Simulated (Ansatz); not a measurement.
# How far is this Li₂H from the hull?

All numbers below come from DFT PBE, scalar-relativistic, plane waves, PAW in Ansatz 0.2.0. All cells share a 420 eV cutoff and Γ-centred k meshes spaced at most about 0.3 Å⁻¹ (about 0.25 or finer for metals, 2π included). No spin polarisation.

Formation energies are uncorrected and refer to the elements' standard structures at the same level (H₂ as a molecule).

All energies are static (0 K, no zero-point motion). With hydrogen, zero-point motion can shift formation energies by some tens of meV/atom.

The competitors are the elements and 1 reference phase of this chemical system (from databases or known types: LiH), relaxed at the same level; other known phases may be missing.

The candidate was reached from: Mn2As type (P4/nmm), changed on relaxing.

```
Li H
1.0
     2.85170    0.00000    0.00000
     0.00000    2.85170    0.00000
     0.00000    0.00000    4.24105
Li H
2 1
Direct
  0.00000 0.00000 0.00000
  0.50000 0.50000 0.50000
  0.50000 0.50000 0.00000
```

The lowest competing mixture at this composition:

| phase | space group | source | share of atoms | ΔE_f (eV/atom) |
| --- | --- | --- | --- | --- |
| Li | - | element | 0.3333 | -0.0036 |
| LiH | Fm-3m (No. 225) | textbook type | 0.6667 | -0.417 |

The lowest database cell of Li (-0.0036) lies slightly below the reference, hence the non-zero entry.

**Question.** What are the hull's energy here, the candidate's formation energy and its margin?

**Answer.** The hull lies at -0.279 eV/atom, the weighted sum of the last column. The candidate has -0.165 eV/atom, which is 114 meV/atom above it (113 meV/atom from unrounded values). The candidate matches no cell in the subsets of the Crystallography Open Database and the Materials Project at hand. It is metastable at best. Whether it is a true minimum wasn't tested by phonons.
